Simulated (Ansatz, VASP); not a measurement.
# Two plane-wave programs on BaZrO3

The input INCAR:

```
SYSTEM = BaZrO3
PREC = Accurate
ENCUT = 520
EDIFF = 1E-6
ISMEAR = 0
SIGMA = 0.05
LREAL = .False.
LASPH = .True.
NELM = 100
ALGO = Normal
ISIF = 2
LWAVE = .False.
LCHARG = .False.
GGA = PE
NBANDS = 28
```

The input KPOINTS:

```
regular mesh
0
Gamma
  6 6 6
  0 0 0
```

File POSCAR:

```
BaZrO3
1.0
    4.1815000000      0.0000000000      0.0000000000
    0.0000000000      4.1815000000      0.0000000000
    0.0000000000      0.0000000000      4.1815000000
Ba Zr O
1 1 3
Direct
    0.5253655428      0.4746344572      0.5000000000
    0.0000000000      0.0000000000      0.0000000000
    0.5000000000      0.0000000000      0.0000000000
    0.0000000000      0.5000000000      0.0000000000
    0.0000000000      0.0000000000      0.5000000000
```

Input for Ansatz:

```yaml
crystal:
  lattice:
    - [4.1815, 0.0, 0.0]
    - [0.0, 4.1815, 0.0]
    - [0.0, 0.0, 4.1815]
  atoms:
    - { symbol: Ba, position: [0.5253655428, 0.4746344572, 0.5] }
    - { symbol: Zr, position: [0.0, 0.0, 0.0] }
    - { symbol: O, position: [0.5, 0.0, 0.0] }
    - { symbol: O, position: [0.0, 0.5, 0.0] }
    - { symbol: O, position: [0.0, 0.0, 0.5] }
basis:
  ecutwfc: 420
kpoints:
  mp_grid: { grid: [6, 6, 6] }
hamiltonian:
  xc: pbe
scf:
  occupations: { method: gaussian, width: 0.05 }
output:
  forces: true
  stress: true
  eigenvalues: true
```

Change from the starting cell: all Ba atoms moved +0.150 Å, as atom 1 along Cartesian [1 -1 0].

Alike in both runs: task single point; functional PBE; k mesh 6 × 6 × 6; occupations gaussian, width 0.05 eV; no spin polarisation.

|  | VASP | Ansatz |
| --- | --- | --- |
| version | VASP 6.6.1 | Ansatz 0.2.0 |
| potentials or method | VASP PAW PBE potentials, release 64 (Ba_sv, Zr_sv, O) | scalar-relativistic, plane waves, PAW |
| plane-wave cutoff (eV) | 520 | 420 |
| valence electrons in the cell | 40 | 40 |

|  | VASP | Ansatz | Ansatz less VASP |
| --- | --- | --- | --- |
| gap on the k mesh at the Fermi level (eV) | 3.19 | 3.23 | +0.048 |
| least direct gap on the mesh (eV) | 3.40 | 3.42 | +0.021 |
| pressure (GPa) | 6.8 | 5.7 | -1.11 |
| largest component of the traceless stress (GPa) | 0.47 | 0.44 | -0.033 |
| rms of the force components (eV/Å) | 0.221 | 0.207 | -0.0140 |

Atom by atom the forces differ by 0.022 eV/Å (rms over components). The functional is the same, so the differences come from potentials, cutoffs and numerics.

Caveats: spin-orbit coupling is left out, which moves the levels of the heavy elements. A k mesh can miss the band edges.
